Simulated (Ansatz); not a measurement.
# TiGe2As4 monolayer in a perpendicular field, part 2 of 2

What dipole does a perpendicular field induce in the TiGe2As4 monolayer? A positive field points along +c.

Ansatz 0.2.0; plane-wave DFT, PBE-D3(BJ), Ansatz PAW.

So far. Step 2 (Relaxing the slab): The lattice constant a goes from 3.730 to 3.735 Å.

## (3) Single point, field 0

A sawtooth potential applies the field, turning back in the middle of the vacuum. With the dipole correction the typed value is the field outside the slab. The induced dipole is small, so the SCF threshold is tight.

The cell differs from the one that the last finished run ended in (c 49.615 → 28.050 Å).

Input file input.yaml:

```yaml
crystal:
  lattice:
    - [3.7348915151, 0.0, 0.0]
    - [-1.8674457576, 3.2345109325, 0.0]
    - [0.0, 0.0, 28.0502225812]
  atoms:
    - { symbol: As, position: [0.0, 0.0, 0.320853069] }
    - { symbol: Ge, position: [0.3333333333, 0.6666666667, 0.3620740418] }
    - { symbol: As, position: [0.3333333333, 0.6666666667, 0.4486667516] }
    - { symbol: Ti, position: [0.0, 0.0, 0.5] }
    - { symbol: As, position: [0.3333333333, 0.6666666667, 0.5513332484] }
    - { symbol: Ge, position: [0.3333333333, 0.6666666667, 0.6379259582] }
    - { symbol: As, position: [0.0, 0.0, 0.679146931] }
kpoints:
  mp_grid: { grid: [12, 12, 1] }
  band_path:
    path: [[0, 0, 0], [0.5, 0, 0], [0.33333333, 0.33333333, 0], [0, 0, 0]]
    npoints: 16
hamiltonian:
  xc: pbe
  dispersion: d3bj
scf:
  occupations: { method: fermi_dirac, width: 0.02585 }
  convergence: { dr2_threshold: 1.0e-10 }
efield:
  axis: 3
  dipole_correction: true
  ramp_position: 0.97
  ramp_width: 0.06
  amplitude: 0
output:
  dos: { projected: true, e_range: [-6, 5] }
  write_potential: true
  write_density: true
  volumetric_format: npy
  elf: true
```

Command:

```console
> ansatz run input.yaml --threads 4 --pin off --max-ram 6144MiB --backend cpu --events-out ev --progress --plain --runs-dir out
```

Numbers of over 12 decimals in the logs are rounded to 6 here.

What it wrote:

```text
[...]
Crystal: 7 atoms, lattice volume = 338.862 Å³
Basis set: ecut = 420 eV, 6609 PW (Γ)
Bands: 60, of which v1, the nominal top of the filled ones, is band 50 counted from 1 (49 counted from 0)
Symmetry: 6 space group operations
k-points: 19 of 144 (time reversal used)
[...]
SCF iter   1: F=—  HF=-30517.710171 eV  |F-HF|=—  |Δ(HF+E_count)|=         —  Δρ=4.16e-3  dr2=3.94e-2  ethr=1.77e-3  p=0.000 e·Å  D=2.35e-13 V/Å  ΔV_dip=-0.00 eV  dr2_dipole=3.73e-7  V_vac-E_F(+/−)=5.05/5.05 eV  ⟨swp⟩=7.1  Hψ=4452  notcnv=0  defer=9
efield: sawtooth ramp at fractional position 0.9700 (set: `efield.ramp_position`, or a place that a band, a saddle search or an elastic batch's reference lends), width 0.0600; the density the first Hamiltonian is built on has a dipole p = 0.000 e·Å; the dipole correction subtracts the counter field D = 2.35e-13 V/Å, which shifts the + side's vacuum level by -0.00 eV against the − side's; the planar-averaged density in the ramp window peaks in size at 1.5e-5 e/Å³
[...]
SCF iter   2: F=—  HF=-30517.721210 eV  |F-HF|=—  |Δ(HF+E_count)|=   1.10e-2  Δρ=2.21e-3  dr2=5.22e-2  ethr=3.94e-5  p=0.000 e·Å  D=8.65e-5 V/Å  ΔV_dip=-0.00 eV  dr2_dipole=1.86e-6  V_vac-E_F(+/−)=5.11/5.12 eV  ⟨swp⟩=3.1  Hψ=2176  notcnv=0  defer=56
[...]
SCF iter  12: F=-30517.713509 eV  HF=-30517.713509 eV  |F-HF|=3.27e-11  |Δ(HF+E_count)|=  4.73e-11  Δρ=3.65e-8  dr2=4.09e-12  ethr=1.00e-12  p=0.000 e·Å  D=4.36e-8 V/Å  ΔV_dip=-0.00 eV  dr2_dipole=2.56e-13  V_vac-E_F(+/−)=5.05/5.05 eV  ⟨swp⟩=9.2  Hψ=2964  notcnv=0
SCF 1 converged in 12 iterations: F = -30517.713509 eV  dr2 = 4.09e-12
[...]
NSCF: frozen V_eff on 49 k-points
efield: sawtooth ramp at fractional position 0.9700 (kept from the solve that this one continues, or follows in the run), width 0.0600; the density the first Hamiltonian is built on has a dipole p = 0.000 e·Å; the dipole correction subtracts the counter field D = 4.36e-8 V/Å, which shifts the + side's vacuum level by -0.00 eV against the − side's; the planar-averaged density in the ramp window peaks in size at 1.4e-5 e/Å³
WARN: The output density's exchange-correlation potential varies sharply where the density is thin. Do not read a vacuum level from v_tot or v_xc, or from such a field of the output density. On a cell that repeats whose density bears no net charge and no dipole along the vacuum's axis use v_es (v_loc + v_h of the components); under efield.dipole_correction with no amplitude use v_es + v_field, which holds any externa [...]
SCF converged after 12 iterations
Free energy (F): -30517.713509 eV
[...]
Internal energy: -30517.711149 eV  (E = F + TS)
E sigma→0 (E₀):  -30517.712329 eV
Entropy (-TS):   -0.002360 eV (-0.337 meV/atom)
Fermi energy:    1.407177 eV
Dipole field:    D = -0.000000 V/Å  (p = -0.000001 e·Å, saw-weighted, corrected)
Work function:   Φ+ = 5.0516 eV   Φ− = 5.0516 eV
Levels:          The Fermi level and band energies are counted from a zero that moves with the ramp; work functions are not
[...]
--- Band table (eV; the first three rows and the last of 19) ---
  k-point 0: bands = [... 46 lower, 1.0982, 1.0982, 1.4615, 1.4615, 2.1384, 3.1584, 3.2803, 4.2891, ... 6 higher]
  k-point 1: bands = [... 46 lower, 0.7938, 0.9301, 1.2968, 1.3532, 2.2270, 3.6908, 3.7126, 4.1682, ... 6 higher]
  k-point 2: bands = [... 46 lower, 0.6147, 0.6489, 0.9474, 1.0976, 2.1318, 3.5272, 3.5387, 4.1817, ... 6 higher]
  k-point 18: bands = [... 46 lower, -0.8489, -0.8468, 0.0190, 0.7190, 2.2735, 2.6724, 2.7885, 3.4560, ... 6 higher]
```

Run time: 15 s. Hardware: 4 threads of Intel Xeon Platinum 8488C (Sapphire Rapids), shared host; peak memory 1.3 GiB; 58 s of CPU time.

The column dr2 measures how far the density is from self-consistency, as an energy; F and HF (Harris–Foulkes) agree once it is small.

This step gave:

```
energy at zero smearing   : -30517.7123 eV
work function, upper face : 5.052 eV
dipole along the normal   : -8.97e-7 e·Å
```

Running mean over a fixed 2.8 Å (it still follows the layers) of the planar mean; the ramp of the sawtooth is left out. The electron's electrostatic potential energy less the Fermi level by z:

z (Å), electron's electrostatic potential energy less the Fermi level (eV) and a bar from the least value:
```
        4       5.05 ##############################
        5       5.05 ##############################
        6       4.99 ##############################
        7       4.12 ###########################
        8       1.46 ###################
        9      -2.82 ######
       10      -3.69 ###
       11      -2.34 #######
       12      -0.79 ############
       13      -3.45 ####
       14      -4.70 
       15      -3.58 ###
       16      -0.83 ############
       17      -2.22 ########
       18      -3.62 ###
       19      -3.01 #####
       20       1.27 ##################
       21       4.01 ###########################
       22       4.98 ##############################
       23       5.05 ##############################
       24       5.05 ##############################
```

The density of states has structure finer than the step of the table below, so its rows give means over 0.2 eV, whole bins alone (the curve runs from -6 to 1.99 eV). Peaks (eV: height): -4.24: 11.8, -3.49: 8.83, -2.86: 8.60, -1.95: 9.60, -1.81: 9.82, -1.40: 9.87, -0.84: 16.5.

Density of states against energy, zero at the Fermi level; means over each step:

energy (eV), density of states (states/eV a cell) and a bar:
```
     -5.8        0.6 ##
     -5.6        0.9 ###
     -5.4        1.1 ###
     -5.2        0.0 
     -5.0        0.0 
     -4.8        0.0 
     -4.6        0.0 
     -4.4        1.6 ####
     -4.2        5.8 ################
     -4.0        3.0 ########
     -3.8        3.7 ##########
     -3.6        3.3 #########
     -3.4        4.9 #############
     -3.2        3.3 #########
     -3.0        2.6 #######
     -2.8        4.7 #############
     -2.6        2.9 ########
     -2.4        4.5 ############
     -2.2        6.6 ##################
     -2.0        6.5 ##################
     -1.8        6.8 ##################
     -1.6        3.8 ##########
     -1.4        5.7 ################
     -1.2        4.6 ############
     -1.0        6.4 ##################
     -0.8       11.0 ##############################
     -0.6        4.0 ###########
     -0.4        1.7 #####
     -0.2        1.0 ###
      0.0        0.9 ##
      0.2        1.8 #####
      0.4        3.6 ##########
      0.6        2.6 #######
      0.8        1.8 #####
      1.0        0.0 
      1.2        1.0 ###
      1.4        3.5 #########
      1.6        2.9 ########
      1.8        4.9 #############
```

Projected DOS per atom over height of the atomic layer and energy from the Fermi level. Layers: As Ge As Ti As Ge As from below.

Ten even steps from '0' (0.00 states/eV) to '9' (2.98 states/eV), each cell a mean:
```
1109011
1005001
0000000
0004000
0007000
0002000
0011100
3055503
2034302
2122212
4232324
3232323
2111112
1111111
1121211
1111111
1121211
1110111
0000000
0000000
0000000
0000000
```
Columns: height of the atomic layer (Å) from 9 to 19.1 (not evenly spaced); rows upwards: energy from the Fermi level (eV) from -5.96 to 1.96.

The electronic bands at the labelled points (eV, zero at the Fermi level):

```csv
point,band 47,band 48,band 49,band 50,band 51,band 52,band 53,band 54
Γ,-0.31,-0.31,0.05,0.05,0.73,1.75,1.87,2.88
halfway,-1.24,-0.83,-0.75,-0.60,0.48,1.83,1.93,2.30
M,-1.80,-1.37,-1.08,-0.45,-0.02,1.41,1.57,1.85
halfway,-1.80,-1.70,-1.32,-0.85,0.46,1.32,1.68,2.07
K,-2.26,-2.25,-1.39,-0.69,0.87,1.27,1.38,2.05
halfway,-1.40,-1.06,-0.86,-0.71,0.48,1.97,2.16,2.35
Γ,-0.31,-0.31,0.05,0.05,0.73,1.75,1.87,2.88
```

Electrostatic potential energy in the ca plane at fractional y = 0.667, with atoms of Ge and As within 0.2 Å of it. With pseudopotentials it is smooth inside the atoms' cores, unlike the true potential.

Values in eV, 6 rows by 16 columns, each cell a mean:
```
  6   6   5  -1   0   4   5   4  -2   0   5   5   4  -1   1   6
  6   6   5   1   0   3   5   3  -1   0   3   5   2  -1   2   6
  6   6   6   3  -9 -10  -2  -9  -1  -3  -9   0 -14  -5   4   6
  6   6   6   3 -24 -27  -8   2  -6  -7   0  -9 -31 -17   4   6
  6   6   6   3 -21 -24  -7  -4  -5  -7  -5  -7 -28 -14   4   6
  6   6   6   3  -4  -4   1  -5   0  -1  -5   2  -6  -2   4   6
```
Columns run along c (16.0 Å, from fractional 0.19 to 0.76 of the cell; values clipped at the 3rd and 97th percentile), rows up along a (3.7 Å). Atoms in or near the plane, at fractional coordinates: Ge at (0.36, 0.33), As at (0.45, 0.33), As at (0.55, 0.33), Ge at (0.64, 0.33).

ELF in the ca plane at fractional y = 0.667, with atoms of Ge and As within 0.2 Å of it. It is the smooth field of the valence electrons, not physical close to the nuclei.

Ten even steps from '0' (0.00) to '9' (0.73), each cell a mean:
```
00001358887776421124553101355421124677788753
00001368987765310012321000123210013567789863
00001257887776521135764101466531135777788752
00000124567776554468998424899864455677665421
00000001235654456888899636988888654456532100
00000000013430147985357536753589731134310000
00000000013420037973237536632389720024310000
00000000124431147985468636854689741134310000
00000011235665456788899636998887654566532100
00000135667887643468997313899864356788766431
```
Columns run along c (16.0 Å, from fractional 0.19 to 0.76 of the cell), rows up along a (3.7 Å). Atoms in or near the plane, at fractional coordinates: Ge at (0.36, 0.33), As at (0.45, 0.33), As at (0.55, 0.33), Ge at (0.64, 0.33).

Valence density in the ca plane at fractional y = 0.667, with atoms of Ge and As within 0.2 Å of it. It is the smooth field of the valence electrons, not physical close to the nuclei.

Values in e/Å³, 6 rows by 16 columns, each cell a mean:
```
 0  0  0  0  0  0  0  0  0  0  0  0  0  0  0  0
 0  0  0  0  0  0  0  0  0  0  0  0  0  0  0  0
 0  0  0  0  1  1  0  1  0  0  1  0  1  0  0  0
 0  0  0  0  7 10  1 13  1  2 12  1 14  2  0  0
 0  0  0  0  4  5  1  8  1  1  7  1  8  1  0  0
 0  0  0  0  0  0  0  0  0  0  0  0  0  0  0  0
```
Columns run along c (16.0 Å, from fractional 0.19 to 0.76 of the cell), rows up along a (3.7 Å). Atoms in or near the plane, at fractional coordinates: Ge at (0.36, 0.33), As at (0.45, 0.33), As at (0.55, 0.33), Ge at (0.64, 0.33).

The work function of the upper face is 5.05 eV.

## (4) Single point, field 0.1 V/Å

Edit input.yaml of step 3 so:

```diff
@@ -29,5 +29,4 @@
   ramp_width: 0.06
-  amplitude: 0
+  amplitude: 0.1
 output:
-  dos: { projected: true, e_range: [-6, 5] }
   write_potential: true
@@ -35,2 +34 @@
   volumetric_format: npy
-  elf: true
```

What it wrote:

```text
[...]
Crystal: 7 atoms, lattice volume = 338.862 Å³
Basis set: ecut = 420 eV, 6609 PW (Γ)
Bands: 60, of which v1, the nominal top of the filled ones, is band 50 counted from 1 (49 counted from 0)
Symmetry: 6 space group operations
k-points: 19 of 144 (time reversal used)
[...]
k-point 0: bands = [... 46 lower, 1.0985, 1.0985, 1.4612, 1.4612, 2.1379, 3.1556, 3.2821, 4.2884, ... 6 higher]
  k-point 1: bands = [... 46 lower, 0.7933, 0.9304, 1.2964, 1.3528, 2.2266, 3.6797, 3.7222, 4.1671, ... 6 higher]
  k-point 2: bands = [... 46 lower, 0.6147, 0.6486, 0.9469, 1.0973, 2.1314, 3.5162, 3.5483, 4.1808, ... 6 higher]
  k-point 18: bands = [... 46 lower, -0.8496, -0.8472, 0.0185, 0.7189, 2.2731, 2.6719, 2.7881, 3.4556, ... 6 higher]
[key lines of the parts left out:]
SCF converged after 15 iterations
Free energy (F): -30517.717609 eV
Fermi energy:    1.406795 eV
Dipole field:    D = 0.043791 V/Å  (p = 0.082005 e·Å, saw-weighted, corrected)
```

The job ended after 16 s (4 threads; peak memory 1.1 GiB; 62 s of CPU time).

The dipole is 0.0820 e·Å.

## (5) Single point, field -0.1 V/Å

Edit input.yaml of step 4 so:

```diff
@@ -29,3 +29,3 @@
   ramp_width: 0.06
-  amplitude: 0.1
+  amplitude: -0.1
 output:
```

What it wrote:

```text
[...]
Crystal: 7 atoms, lattice volume = 338.862 Å³
Basis set: ecut = 420 eV, 6609 PW (Γ)
Bands: 60, of which v1, the nominal top of the filled ones, is band 50 counted from 1 (49 counted from 0)
Symmetry: 6 space group operations
k-points: 19 of 144 (time reversal used)
[...]
k-point 0: bands = [... 46 lower, 1.0985, 1.0985, 1.4612, 1.4612, 2.1379, 3.1556, 3.2821, 4.2884, ... 6 higher]
  k-point 1: bands = [... 46 lower, 0.7933, 0.9304, 1.2964, 1.3528, 2.2266, 3.6797, 3.7222, 4.1671, ... 6 higher]
  k-point 2: bands = [... 46 lower, 0.6147, 0.6486, 0.9469, 1.0973, 2.1314, 3.5162, 3.5483, 4.1808, ... 6 higher]
  k-point 18: bands = [... 46 lower, -0.8496, -0.8472, 0.0185, 0.7189, 2.2731, 2.6719, 2.7881, 3.4556, ... 6 higher]
[key lines of the parts left out:]
SCF converged after 15 iterations
Free energy (F): -30517.717609 eV
Fermi energy:    1.406795 eV
Dipole field:    D = -0.043791 V/Å  (p = -0.082005 e·Å, saw-weighted, corrected)
```

Elapsed: 16 s, on 4 threads; peak memory 1.1 GiB; 63 s of CPU time.

The dipole is -0.0820 e·Å.

## (6) Response, atoms held

This step: plane-wave DFT, PBE-D3(BJ), Ansatz PAW; response to a field along the normal, atoms held (Ansatz 0.2.0).

The dipoles give the slope, and the difference of two potentials shows where the field is screened.

This step gave:

```
equivalent conductor thickness p/(ε₀AE) : 12.28 Å
distance between the outer atoms        : 10.05 Å
```

Dipole of the cell against applied field:

```csv
applied field (V/Å),dipole of the cell (e·Å)
-0.1000,-0.0820
0.0000,-9.0e-7
0.1000,0.0820
```

Local field over the applied field, running mean. From the potentials at -0.1 and 0.1 V/Å; running mean over 2.5 Å. Table of local field over applied field by z:

```csv
z (Å),local field over applied field
5,0.993
6,0.952
7,0.762
8,0.418
9,0.111
10,0.0356
11,0.0467
12,0.0363
13,0.0252
14,0.00911
15,0.0252
16,0.0340
17,0.0483
18,0.0350
19,0.101
20,0.400
21,0.746
22,0.947
23,0.993
```

The induced electron density oscillates, so the rows of the table below give means over windows of 1 Å about each position, cut where the curve ends. Its maxima inside the range that stand out by 2 % of the span (Å: e/Å³ per V/Å): 7.9: 0.00350, 11.1: 5.7e-4, 12.6: 7.1e-4, 14.5: 0.00101, 16.2: 2.5e-4, 17.7: 0.0012. Its minima: 10.4: -0.0012, 11.8: -2.5e-4, 13.6: -0.00101, 15.5: -7.1e-4, 16.9: -5.7e-4, 20.2: -0.00350.

Electrons, planar mean, per unit field. Induced electron density against z; means over each step:

z (Å), induced electron density (e/Å³ per V/Å) and a bar from the least value:
```
        5    0.00004 ###############
        6    0.00028 ################
        7    0.00152 #######################
        8    0.00292 ##############################
        9    0.00084 ###################
       10   -0.00048 ############
       11    0.00017 ################
       12    0.00010 ###############
       13    0.00009 ###############
       14   -0.00005 ###############
       15   -0.00001 ###############
       16   -0.00012 ##############
       17   -0.00021 ##############
       18    0.00054 ##################
       19   -0.00080 ###########
       20   -0.00284 
       21   -0.00163 ######
       22   -0.00030 #############
       23   -0.00004 ###############
```

By hand: between -0.1 and 0.1 V/Å the dipole changes by 0.1640 e·Å, a slope of 0.8201 e·Å²/V. A perfect conductor of thickness t has p = ε₀AEt, so t = 180.95 × 0.8201 / 12.081 = 12.28 Å (e/ε₀ = 180.95 V·Å, A in Å²).

The induced dipole is that of a conductor 12.28 Å thick.

## (7) Summary of results

- gap without field: none
- work function, upper face: 5.05 eV
- equivalent conductor thickness, atoms held: 12.3 Å

The induced dipole equals that of a perfect conductor 12.28 Å thick, while the outer atoms lie 10.05 Å apart. There is no gap over 0.03 eV, with or without the field. The main runs have no spin polarisation; a magnetic state could lie lower and would change these results. Spin-orbit coupling is left out. The outer anions sit over the metal atoms, one of several polytypes of such layers and not the lowest for every compound.

[Logs are printed without paths, hosts, clocks, repeated set-up lines and the standing remarks that a program may print on its own settings, such as how far it seeks lower states.]

[Hosts, paths, dates, database ids (printed as entryN), source tags and the programs' standing remarks are cut or masked in the printed files.]

[Maps of the electrostatic potential energy from Ansatz leave out the sawtooth potential of an applied field or a dipole correction, so their vacuum need not be flat; planar profiles and work functions include it.]

[The density of states shown here was stored with 400 of the rows of the run's finer table, so its peaks can read low, often by over a quarter, or be missed, and its means over a window can be off by a tenth or more.]
